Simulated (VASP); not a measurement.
Set up this calculation in VASP 6.6.1, as the native input.

```yaml
Task: single point
Functional: HSE06
Dispersion: D3(BJ)
Potentials_or_basis: VASP PAW PBE potentials, release 64 (S, H)
Cutoff: 400 eV
k_mesh: 1 × 1 × 1
Occupations: gaussian, width 0.01 eV
Spin: no spin polarisation
Grid_for_exact_exchange_PRECFOCK: Fast
Screening_parameter: 0.2 1/A
Further_INCAR_settings: ALGO = Damped; EDIFF = 1e-06; NBANDS = 11; ISYM = 0
```

The system is SH2, in a box.

```xyz
3
Lattice="12.3256 0.0000 0.0000 0.0000 12.8256 0.0000 0.0000 0.0000 13.3256" Properties=species:S:1:pos:R:3 pbc="T T T"
S     6.4591    6.5190    6.1296
H     6.2891    5.5091    7.0094
H     5.7189    7.3562    6.8872
```

The input as run:

POSCAR

```
H2S                                     
1.0
   12.3255669104      0.0000000000      0.0000000000
    0.0000000000     12.8255669104      0.0000000000
    0.0000000000      0.0000000000     13.3255669104
  S               H             
     1     2
Selective dynamics
Direct
     0.5240426748000004    0.5082814983000006    0.4599902109999974   F   F   F
     0.5102518241523043    0.4295442893792950    0.5260118629908058   T   T   T
     0.4639902196553888    0.5735585309224360    0.5168398112876869   T   T   T
```

INCAR.step1

```
SYSTEM = H2S
PREC = Accurate
ENCUT = 400
EDIFF = 1E-5
ISMEAR = 0
SIGMA = 0.01
LREAL = .FALSE.
LASPH = .TRUE.
NELM = 100
ALGO = Normal
ISIF = 2
LWAVE = .TRUE.
LCHARG = .FALSE.
NBANDS = 11
ISYM = 0
TIME = 0.4
GGA = PE
```

INCAR.step2

```
SYSTEM = H2S
PREC = Accurate
ENCUT = 400
EDIFF = 1E-6
ISMEAR = 0
SIGMA = 0.01
LREAL = .FALSE.
LASPH = .TRUE.
NELM = 100
ALGO = Damped
ISIF = 2
LWAVE = .FALSE.
LCHARG = .FALSE.
GGA = PE
LHFCALC = .TRUE.
HFSCREEN = 0.2
PRECFOCK = Fast
IVDW = 12
VDW_S6 = 1.0
VDW_S8 = 2.31
VDW_A1 = 0.383
VDW_A2 = 5.685
NBANDS = 11
ISYM = 0
TIME = 0.4
ISTART = 1
```

KPOINTS

```
regular mesh
0
G
  1 1 1
  0 0 0
```

Potentials or basis: VASP PAW PBE potentials, release 64 (S, H).

Run with:

```console
$ cat potpaw_PBE.64/S/POTCAR potpaw_PBE.64/H/POTCAR > POTCAR
$ cp INCAR.step1 INCAR
$ mpirun -np 4 vasp_gam > vasp.out
$ cp INCAR.step2 INCAR
$ mpirun -np 4 vasp_gam > vasp.out
```

It gave:

* Largest force: 0.461 eV/Å
* Gap between the frontier levels: 6.49 eV
* Dispersion energy per atom: -0.004 eV

Caveat: the PAW data sets were made with another functional, which shifts forces and pressure a little.

It took 90 s on 4 MPI ranks on Intel(R) Xeon(R) Platinum 8375C CPU @ 2.90GHz (Ice Lake), on a shared host, peak memory 0.54 GiB a rank.
